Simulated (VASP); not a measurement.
# Mg2Sn (Fm-3m) in VASP: a series of runs

One crystal, Mg2Sn, is run at these levels: AM05, PBEsol, PBE; tasks: relaxation of cell and atoms.

Everything below comes from runs of VASP 6.6.1. Logs are shortened: lines on timing, memory, paths and dates and some standing lists are left out, and cuts for length are marked.

## Step 1: The crystal as given

The structure is cubic, space group Fm-3m (No. 225). Conventional cell: a = 6.739 Å, b = 6.739 Å, c = 6.739 Å, α = 90.00°, β = 90.00°, γ = 90.00°. Mg (site symmetry -43m) has 4 Sn at 2.92 Å as nearest neighbours. Sn (site symmetry m-3m) has 8 Mg at 2.92 Å as nearest neighbours.

## Step 2: Relaxation of cell and atoms, AM05

INCAR reads:

```
PREC     = Accurate       # precision mode
ENCUT    = 600            # plane-wave cutoff, eV
EDIFF    = 1E-6           # SCF threshold, eV
ISMEAR   = 1              # smearing method
SIGMA    = 0.1            # smearing width, eV
LREAL    = F              # projectors in reciprocal space
LASPH    = T              # aspherical terms in the spheres
NELM     = 80             # most SCF steps
ALGO     = Normal         # electronic algorithm
ISIF     = 3              # what is computed and relaxed
LWAVE    = F              # write WAVECAR
LCHARG   = F              # write CHGCAR
GGA      = AM             # functional
IBRION   = 2              # ionic algorithm
NSW      = 90             # ionic steps
EDIFFG   = -0.01          # ionic threshold
```

KPOINTS reads:

```
Automatic mesh
0
Gamma
  10 10 10
```

POSCAR reads:

```
Mg2Sn
1.0
    0.0000000000      3.3695000000      3.3695000000
    3.3695000000      0.0000000000      3.3695000000
    3.3695000000      3.3695000000      0.0000000000
Mg Sn
2 1
Direct
    0.2500000000      0.2500000000      0.2500000000
    0.7500000000      0.7500000000      0.7500000000
    0.0000000000      0.0000000000      0.0000000000
```

Potentials or basis: VASP PAW PBE potentials, release 64 (Mg, Sn_d).

Launch:

```sh
$ cat potpaw_PBE.64/Mg/POTCAR potpaw_PBE.64/Sn_d/POTCAR > POTCAR
$ mpirun -np 1 vasp_std > vasp.out
```

OUTCAR:

```text
PREC = Accurate
   ENCUT = 600
   EDIFF = 1E-6
   ISMEAR = 1
   LREAL = F
   LASPH = T
   NELM = 80
   ISIF = 3
   GGA = AM
   IBRION = 2
   NSW = 90
   EDIFFG = -0.01

 ion  position               nearest neighbor table
   1  0.250  0.250  0.250-   3 2.92   3 2.92   3 2.92   3 2.92   2 3.37   2 3.37   2 3.37   2 3.37
                             2 3.37   2 3.37
   2  0.750  0.750  0.750-   3 2.92   3 2.92   3 2.92   3 2.92   1 3.37   1 3.37   1 3.37   1 3.37
                             1 3.37   1 3.37
   3  0.000  0.000  0.000-   2 2.92   2 2.92   2 2.92   1 2.92   2 2.92   1 2.92   1 2.92   1 2.92

  LATTYP: Found a face centered cubic cell.
 ALAT       =     6.7390000000

  Lattice vectors:

 A1 = (   0.0000000000,   3.3695000000,   3.3695000000)
 A2 = (   3.3695000000,   0.0000000000,   3.3695000000)
 A3 = (   3.3695000000,   3.3695000000,   0.0000000000)

Analysis of symmetry for initial positions (statically):
=====================================================================
 Subroutine PRICEL returns:
 Original cell was already a primitive cell.

 Routine SETGRP: Setting up the symmetry group for a
 face centered cubic supercell.

 Subroutine GETGRP returns: Found 48 space group operations
 (whereof 48 operations were pure point group operations)
 out of a pool of 48 trial point group operations.

The static configuration has the point symmetry O_h .

Analysis of symmetry for dynamics (positions and initial velocities):
=====================================================================
 Subroutine PRICEL returns:
 Original cell was already a primitive cell.

 Routine SETGRP: Setting up the symmetry group for a
 face centered cubic supercell.

 Subroutine GETGRP returns: Found 48 space group operations
 (whereof 48 operations were pure point group operations)
 out of a pool of 48 trial point group operations.

The dynamic configuration has the point symmetry O_h .

 Subroutine INISYM returns: Found 48 space group operations
 (whereof 48 operations are pure point group operations),
 and found     1 'primitive' translations

----------------------------------------------------------------------------------------

                                     Primitive cell

  volume of cell :      76.5114

  direct lattice vectors                    reciprocal lattice vectors
     0.000000000  3.369500000  3.369500000    -0.148389969  0.148389969  0.148389969
     3.369500000  0.000000000  3.369500000     0.148389969 -0.148389969  0.148389969
     3.369500000  3.369500000  0.000000000     0.148389969  0.148389969 -0.148389969

  length of vectors
     4.765192598  4.765192598  4.765192598     0.257018965  0.257018965  0.257018965

  position of ions in fractional coordinates (direct lattice)
     0.250000000  0.250000000  0.250000000
     0.750000000  0.750000000  0.750000000
     0.000000000  0.000000000  0.000000000

  ion indices of the primitive-cell ions
   primitive index   ion index
                 1           1
                 2           2
                 3           3

----------------------------------------------------------------------------------------

 KPOINTS: Automatic mesh

Automatic generation of k-mesh.
 Grid dimensions read from file:
 generate k-points for:   10   10   10

 Generating k-lattice:

  Cartesian coordinates                     Fractional coordinates (reciprocal lattice)
    -0.014838997  0.014838997  0.014838997     0.100000000  0.000000000  0.000000000
     0.014838997 -0.014838997  0.014838997     0.000000000  0.100000000  0.000000000
[... 68 lines left out ...]
   PSTRESS=    0.0 pullay stress
   NELECT =      18.0000    total number of electrons
   NUPDOWN=      -1.0000    fix difference up-down
   EMIN   =  10.00;   EMAX   =-10.00  energy-range for DOS
   EFERMI =   0.00;   METHOD = LEGACY
   ISMEAR =     1;   SIGMA  =   0.10  broadening in eV -4-tet -1-fermi 0-gaus
   EFERMI_NEDOS =   21; number of points for ismear=-14 and -15
   IALGO  =     38    algorithm
   IMIX   =      4    mixing-type and parameters
     AMIX     =   0.40;   BMIX     =  1.00
     AMIX_MAG =   1.60;   BMIX_MAG =  1.00
  volume/ion in A,a.u.               =      25.50       172.11
  Fermi-wavevector in a.u.,A,eV,Ry     =   1.010625  1.909805 13.896497  1.021364
  Thomas-Fermi vector in A             =   2.143626
   LORBIT       =      0    0 simple, 1 ext, 2 COOP (PROOUT), +10 PAW based schemes
   GGA     = AM    functional components
   LHFCALC =     F    Hartree Fock is set to
   AEXX    =    0.0000 exact exchange contribution
   IVDW    =     0    specifies the selected vdW correction
   LEPSILON=     F    determine dielectric tensor
   LRPA    =     F    only Hartree local field effects (RPA)
 conjugate gradient relaxation of ions
 non-spin polarized calculation
 Methfessel and Paxton  Order N= 1 SIGMA  =   0.10
  energy-cutoff  :      600.00
  volume of cell :       76.51
 maximum number of plane-waves:      2637
 NGX is ok and might be reduce to    40
   NGX = 19   NGY = 19   NGZ = 19

--------------------------------------- Ionic step        1  -------------------------------------------

 number of electron      18.0000001 magnetization

 Free energy of the ion-electron system (eV)
  ---------------------------------------------------
  ext. energy  EPLUGINS =         0.00000000
  ---------------------------------------------------
  free energy    TOTEN  =        -7.74285474 eV

  energy without entropy =       -7.74311013  energy(sigma->0) =       -7.74293987

------------------------ aborting loop because EDIFF is reached ----------------------------------------

  FORCE on cell =-STRESS in cart. coord.  units (eV):
  Direction    XX          YY          ZZ          XY          YZ          ZX
  --------------------------------------------------------------------------------------
  -------------------------------------------------------------------------------------
  Total        0.1414584      0.1414584      0.1414584     -0.0000000      0.0000000     -0.0000000
  in kB        2.9621906      2.9621906      2.9621906     -0.0000000      0.0000000     -0.0000000
  external PRESSURE =       2.9621906 kB  Pullay stress =       0.0000000 kB

 VOLUME and BASIS-vectors are now :
 -----------------------------------------------------------------------------
  energy-cutoff  :      600.00
  volume of cell :       76.51
      direct lattice vectors                 reciprocal lattice vectors
     0.000000000  3.369500000  3.369500000    -0.148389969  0.148389969  0.148389969
     3.369500000  0.000000000  3.369500000     0.148389969 -0.148389969  0.148389969
     3.369500000  3.369500000  0.000000000     0.148389969  0.148389969 -0.148389969

 POSITION                                       TOTAL-FORCE (eV/Angst)
 -----------------------------------------------------------------------------------
      1.68475      1.68475      1.68475        -0.000000     -0.000000      0.000000
      5.05425      5.05425      5.05425         0.000000      0.000000     -0.000000
      0.00000      0.00000      0.00000        -0.000000     -0.000000      0.000000
 -----------------------------------------------------------------------------------
    total drift:                               -0.000000      0.000000     -0.000000

  FREE ENERGIE OF THE ION-ELECTRON SYSTEM (eV)
  ---------------------------------------------------
  free  energy   TOTEN  =        -7.7428547369 eV

  energy  without entropy=       -7.7431101303  energy(sigma->0) =       -7.74293987

--------------------------------------- Ionic step        2  -------------------------------------------

 number of electron      18.0000002 magnetization

 Free energy of the ion-electron system (eV)
  ---------------------------------------------------
  ext. energy  EPLUGINS =         0.00000000
  ---------------------------------------------------
  free energy    TOTEN  =        -7.74312973 eV

  energy without entropy =       -7.74333496  energy(sigma->0) =       -7.74319814

 E-fermi :   4.2221     XC(G=0):  -8.8218

 val. band max:        4.1725622732   @ k =  -0.1000   0.1000   0.0000
 cond. band min:       4.2534906007   @ k =   0.4000   0.4000   0.0000
 fundamental gap:      0.0809283275
 Fermi energy:         4.2221038034

 k-point     1 :       0.0000    0.0000    0.0000
  band No.  band energies     occupation
      1     -16.6832      2.00000
      2     -16.6832      2.00000
      3     -16.6832      2.00000
      4     -16.6449      2.00000
      5     -16.6449      2.00000
      6      -4.8799      2.00000
      7       4.2570      0.44747
      8       4.2570      0.44746
      9       4.2570      0.44746
     10       5.6414     -0.00000
     11       6.3943      0.00000
     12       6.3943      0.00000
     13       6.3943      0.00000
[... 354 lines left out ...]
  band No.  band energies     occupation
      1     -16.6854      2.00000
      2     -16.6779      2.00000
      3     -16.6778      2.00000
      4     -16.6465      2.00000
      5     -16.6425      2.00000
      6      -3.6502      2.00000
      7       0.5002      2.00000
      8       2.0666      2.00000
      9       2.4513      2.00000
     10       4.6569     -0.00000
     11       5.2687     -0.00000
     12       9.2584      0.00000
     13       9.3843      0.00000

 [... further k-points ...]
[... 5 lines left out ...]
  --------------------------------------------------------------------------------------
  -------------------------------------------------------------------------------------
  Total       -0.0273028     -0.0273028     -0.0273028      0.0000000      0.0000000     -0.0000000
  in kB       -0.5678461     -0.5678461     -0.5678461      0.0000000      0.0000000     -0.0000000
  external PRESSURE =      -0.5678461 kB  Pullay stress =       0.0000000 kB

 VOLUME and BASIS-vectors are now :
 -----------------------------------------------------------------------------
  energy-cutoff  :      600.00
  volume of cell :       77.03
      direct lattice vectors                 reciprocal lattice vectors
    -0.000000000  3.377164860  3.377164860    -0.148053181  0.148053181  0.148053181
     3.377164860  0.000000000  3.377164860     0.148053181 -0.148053181  0.148053181
     3.377164860  3.377164860 -0.000000000     0.148053181  0.148053181 -0.148053181

 POSITION                                       TOTAL-FORCE (eV/Angst)
 -----------------------------------------------------------------------------------
      1.68858      1.68858      1.68858        -0.000000     -0.000000      0.000000
      5.06575      5.06575      5.06575         0.000000      0.000000     -0.000000
      3.37716      6.75433      3.37716        -0.000000     -0.000000     -0.000000
 -----------------------------------------------------------------------------------
    total drift:                               -0.000000     -0.000000     -0.000000

  FREE ENERGIE OF THE ION-ELECTRON SYSTEM (eV)
  ---------------------------------------------------
  free  energy   TOTEN  =        -7.7431297309 eV

  energy  without entropy=       -7.7433349561  energy(sigma->0) =       -7.74319814

 reached required accuracy - stopping structural energy minimisation
```

It took 45 s on 1 thread of Intel Xeon 6975P-C (Granite Rapids), shared host; peak memory 0.28 GiB.

What came out:

```
Free energy                            : -7.7431 eV
Relaxed volume                         : 25.68 Å³/atom
Relaxed cell                           : a = 4.776 Å, b = 4.776 Å, c = 4.776 Å, α = 60.00°, β = 60.00°, γ = 60.00°
Space group after relaxing (to 0.05 Å) : Fm-3m (No. 225)
Energy gained by relaxing              : 0.1 meV/atom
Ionic steps                            : 2
Pressure after relaxing                : -0.1 GPa
Band gap on the k mesh                 : none (metal or under the smearing width)
```

Step by step:
```csv
step,energy change (eV),largest force (eV/Å),pressure (GPa),volume (Å³)
1,0.0000,0.0000,0.30,76.51
2,-0.0003,0.0000,-0.06,77.03
```

Final structure:
```cif
data_structure
_symmetry_space_group_name_H-M 'P 1'
_symmetry_Int_Tables_number 1
_cell_length_a 4.7760
_cell_length_b 4.7760
_cell_length_c 4.7760
_cell_angle_alpha 60.000
_cell_angle_beta 60.000
_cell_angle_gamma 60.000
_cell_volume 77.03
loop_
_atom_site_label
_atom_site_type_symbol
_atom_site_fract_x
_atom_site_fract_y
_atom_site_fract_z
_atom_site_occupancy
Mg1 Mg 0.25000 0.25000 0.25000 1
Mg2 Mg 0.75000 0.75000 0.75000 1
Sn1 Sn 0.00000 0.00000 0.00000 1
```

Caveat: the PAW data sets were made with another functional, which shifts forces and pressure a little; this crystal is a semiconductor, whose small gap the functional closes, so the metal is an error of the method.

(Continued in part 2 of 2.)
